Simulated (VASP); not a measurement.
# Nb (Fm-3m) in VASP: a series of runs

The runs below take Nb through single point, with PBE.

Everything below comes from runs of VASP 6.6.1. Logs are shortened: lines on timing, memory, paths and dates and some standing lists are left out, and cuts for length are marked.

### 1 The structure

It takes space group Fm-3m (No. 225, cubic). The conventional cell has a = 4.230 Å, b = 4.230 Å, c = 4.230 Å, α = 90.00°, β = 90.00°, γ = 90.00°. Nb (site symmetry m-3m) has 12 Nb at 2.99 Å as nearest neighbours.

This isn't the form of Nb at room conditions, which is bcc.

### 2 Single point, PBE

The input, INCAR:

```
PREC = Accurate ; ENCUT = 520
EDIFF = 1E-7 ; ISMEAR = 0
SIGMA = 0.02 ; LREAL = False
LASPH = True ; NELM = 60
ALGO = Normal ; ISIF = 2
LWAVE = False ; LCHARG = False
GGA = PE ; NBANDS = 12
```

The input, KPOINTS:

```
Automatic mesh
0
Gamma
  11 11 11
```

The input, POSCAR:

```
Nb
1.0
    0.0000000000      2.1150000000      2.1150000000
    2.1150000000      0.0000000000      2.1150000000
    2.1150000000      2.1150000000      0.0000000000
Nb
1
Direct
    0.0000000000      0.0000000000      0.0000000000
```

Potentials or basis: VASP PAW PBE potentials, release 54 (Nb_sv).

Run with:

```
$ cat potpaw_PBE.54/Nb_sv/POTCAR > POTCAR
$ mpirun -np 1 vasp_std > vasp.out
```

OUTCAR:

```text
PREC = Accurate
   ENCUT = 520
   EDIFF = 1E-7
   ISMEAR = 0
   LREAL = False
   LASPH = True
   NELM = 60
   ISIF = 2
   GGA = PE

 ion  position               nearest neighbor table
   1  0.000  0.000  0.000-

  LATTYP: Found a face centered cubic cell.
 ALAT       =     4.2300000000

  Lattice vectors:

 A1 = (   0.0000000000,   2.1150000000,   2.1150000000)
 A2 = (   2.1150000000,   0.0000000000,   2.1150000000)
 A3 = (   2.1150000000,   2.1150000000,   0.0000000000)

Analysis of symmetry for initial positions (statically):
=====================================================================
 Subroutine PRICEL returns:
 Original cell was already a primitive cell.

 Routine SETGRP: Setting up the symmetry group for a
 face centered cubic supercell.

 Subroutine GETGRP returns: Found 48 space group operations
 (whereof 48 operations were pure point group operations)
 out of a pool of 48 trial point group operations.

The static configuration has the point symmetry O_h .

Analysis of symmetry for dynamics (positions and initial velocities):
=====================================================================
 Subroutine PRICEL returns:
 Original cell was already a primitive cell.

 Routine SETGRP: Setting up the symmetry group for a
 face centered cubic supercell.

 Subroutine GETGRP returns: Found 48 space group operations
 (whereof 48 operations were pure point group operations)
 out of a pool of 48 trial point group operations.

The dynamic configuration has the point symmetry O_h .

 Subroutine INISYM returns: Found 48 space group operations
 (whereof 48 operations are pure point group operations),
 and found     1 'primitive' translations

----------------------------------------------------------------------------------------

                                     Primitive cell

  volume of cell :      18.9217

  direct lattice vectors                    reciprocal lattice vectors
     0.000000000  2.115000000  2.115000000    -0.236406619  0.236406619  0.236406619
     2.115000000  0.000000000  2.115000000     0.236406619 -0.236406619  0.236406619
     2.115000000  2.115000000  0.000000000     0.236406619  0.236406619 -0.236406619

  length of vectors
     2.991061684  2.991061684  2.991061684     0.409468276  0.409468276  0.409468276

  position of ions in fractional coordinates (direct lattice)
     0.000000000  0.000000000  0.000000000

  ion indices of the primitive-cell ions
   primitive index   ion index
                 1           1
[... 106 lines left out ...]
   POTIM  = 0.5000    time-step for ionic-motion
   TEBEG  =    0.0;   TEEND  =   0.0 temperature during run
   PSTRESS=    0.0 pullay stress
   NELECT =      13.0000    total number of electrons
   NUPDOWN=      -1.0000    fix difference up-down
   EMIN   =  10.00;   EMAX   =-10.00  energy-range for DOS
   EFERMI =   0.00;   METHOD = LEGACY
   ISMEAR =     0;   SIGMA  =   0.02  broadening in eV -4-tet -1-fermi 0-gaus
   EFERMI_NEDOS =   21; number of points for ismear=-14 and -15
   IALGO  =     38    algorithm
   IMIX   =      4    mixing-type and parameters
     AMIX     =   0.40;   BMIX     =  1.00
     AMIX_MAG =   1.60;   BMIX_MAG =  1.00
  volume/ion in A,a.u.               =      18.92       127.69
  Fermi-wavevector in a.u.,A,eV,Ry     =   1.444560  2.729823 28.392005  2.086754
  Thomas-Fermi vector in A             =   2.562841
   LORBIT       =      0    0 simple, 1 ext, 2 COOP (PROOUT), +10 PAW based schemes
   GGA     = PE    functional components
   LHFCALC =     F    Hartree Fock is set to
   AEXX    =    0.0000 exact exchange contribution
   IVDW    =     0    specifies the selected vdW correction
   LEPSILON=     F    determine dielectric tensor
   LRPA    =     F    only Hartree local field effects (RPA)
 non-spin polarized calculation
 Gauss-broadening in eV      SIGMA  =   0.02
  energy-cutoff  :      520.00
  volume of cell :       18.92
 maximum number of plane-waves:       532
   NGX = 11   NGY = 11   NGZ = 11

 number of electron      13.0000001 magnetization

 Free energy of the ion-electron system (eV)
  ---------------------------------------------------
  ext. energy  EPLUGINS =         0.00000000
  ---------------------------------------------------
  free energy    TOTEN  =        -9.89366238 eV

  energy without entropy =       -9.89331259  energy(sigma->0) =       -9.89348748

 E-fermi :  10.8563     XC(G=0): -12.2485

 val. band max:       10.8440477515   @ k =   0.3636   0.0909   0.0000
 cond. band min:      10.8574498007   @ k =   0.3636   0.2727   0.0909
 fundamental gap:      0.0134020492
 Fermi energy:        10.8562619572

 k-point     1 :       0.0000    0.0000    0.0000
  band No.  band energies     occupation
      1     -43.9358      2.00000
      2     -19.3393      2.00000
      3     -19.3393      2.00000
      4     -19.3393      2.00000
      5       4.6489      2.00000
      6      10.9694      0.00000
      7      10.9694      0.00000
      8      10.9694      0.00000
      9      13.5344      0.00000
     10      13.5344      0.00000
     11      22.6634      0.00000
     12      27.4054      0.00000
[... 571 lines left out ...]
 k-point    40 :      -0.4545    0.1818    0.0909
  band No.  band energies     occupation
      1     -43.7344      2.00000
      2     -20.3917      2.00000
      3     -19.6686      2.00000
      4     -19.5369      2.00000
      5       7.7775      2.00000
      6       9.8430      2.00000
      7      11.0828      0.00000
      8      11.5179      0.00000
      9      15.1296      0.00000
     10      16.9537      0.00000
     11      20.9376      0.00000
     12      24.1409      0.00000

 [... further k-points ...]

------------------------ aborting loop because EDIFF is reached ----------------------------------------

  FORCE on cell =-STRESS in cart. coord.  units (eV):
  Direction    XX          YY          ZZ          XY          YZ          ZX
  --------------------------------------------------------------------------------------
  -------------------------------------------------------------------------------------
  Total       -0.2674060     -0.2674060     -0.2674060     -0.0000000      0.0000000      0.0000000
  in kB      -22.6423049    -22.6423049    -22.6423049     -0.0000000      0.0000000      0.0000000
  external PRESSURE =     -22.6423049 kB  Pullay stress =       0.0000000 kB

 VOLUME and BASIS-vectors are now :
 -----------------------------------------------------------------------------
  energy-cutoff  :      520.00
  volume of cell :       18.92
      direct lattice vectors                 reciprocal lattice vectors
     0.000000000  2.115000000  2.115000000    -0.236406619  0.236406619  0.236406619
     2.115000000  0.000000000  2.115000000     0.236406619 -0.236406619  0.236406619
     2.115000000  2.115000000  0.000000000     0.236406619  0.236406619 -0.236406619

 POSITION                                       TOTAL-FORCE (eV/Angst)
 -----------------------------------------------------------------------------------
      0.00000      0.00000      0.00000         0.000000      0.000000      0.000000
 -----------------------------------------------------------------------------------
    total drift:                               -0.000000      0.000000     -0.000000

  FREE ENERGIE OF THE ION-ELECTRON SYSTEM (eV)
  ---------------------------------------------------
  free  energy   TOTEN  =        -9.8936623816 eV

  energy  without entropy=       -9.8933125851  energy(sigma->0) =       -9.89348748
```

stdout:

```text
POSCAR found type information on POSCAR Nb
 POSCAR found :  1 types and       1 ions
 scaLAPACK will be used
 LDA part: xc-table for (Slater+PW92), standard interpolation
 POSCAR, INCAR and KPOINTS ok, starting setup
 FFT: planning ... GRIDC
 FFT: planning ... GRID_SOFT
 FFT: planning ... GRID
 WAVECAR not read
 entering main loop
```

Run time: 10 s. Hardware: 1 thread of Intel Xeon Platinum 8488C (Sapphire Rapids), shared host; peak memory 0.14 GiB.

What came out:

```yaml
Free_energy: -9.8937 eV
Pressure: -2.3 GPa
Band_gap_on_the_k_mesh: none (metal or under the smearing width)
```

### 3 Single point, PBE

The input, run.py:

```python
from ase.calculators.vasp import Vasp
from ase.dft.bandgap import bandgap
from ase.spacegroup import crystal

atoms = crystal(
    ['Nb'],
    basis=[[0.0, 0.0, 0.0]],
    spacegroup=225,
    setting=1,
    cellpar=[4.23, 4.23, 4.23, 90.0, 90.0, 90.0],
    primitive_cell=True,
)
calc = Vasp(
    directory='calc',
    xc='pbe',
    pp='PBE',
    setups='recommended',
    pp_version='54',
    prec='Accurate',
    encut=520,
    ediff=1e-06,
    ismear=0,
    sigma=0.02,
    lreal=False,
    lasph=True,
    nelm=100,
    algo='Normal',
    isif=2,
    lwave=False,
    lcharg=True,
    lelf=True,
    lvhar=True,
    kpts=[11, 11, 11],
    gamma=True,
    nbands=12,
)
atoms.calc = calc

print('energy (eV):', atoms.get_potential_energy())
print('free energy (eV):', atoms.get_potential_energy(force_consistent=True))
print('forces (eV/A):')
print(atoms.get_forces())
print('stress (eV/A^3, Voigt):', atoms.get_stress())
print('Fermi level (eV):', calc.get_fermi_level())
gap, top, bottom = bandgap(calc)
print('band gap (eV):', gap, 'from (spin, k, band)', top, 'to', bottom)
```

Potentials or basis: VASP PAW PBE potentials, release 54 (Nb_sv).

Run with:

```
$ python run.py
```

Wall time 13 s (1 thread of Intel Xeon Platinum 8488C (Sapphire Rapids), shared host); peak memory 0.14 GiB.

Results (log left out):

* Free energy: -9.8937 eV
* Pressure: -2.3 GPa
* Band gap on the k mesh: none (metal or under the smearing width)

Levels at points of the mesh, in eV from the Fermi level:
| k point | band 2 | band 3 | band 4 | band 5 | band 6 | band 7 | band 8 | band 9 | band 10 | band 11 |
| --- | --- | --- | --- | --- | --- | --- | --- | --- | --- | --- |
| (0.00, 0.00, 0.00) | -30.20 | -30.20 | -30.20 | -6.21 | 0.11 | 0.11 | 0.11 | 2.68 | 2.68 | 11.81 |
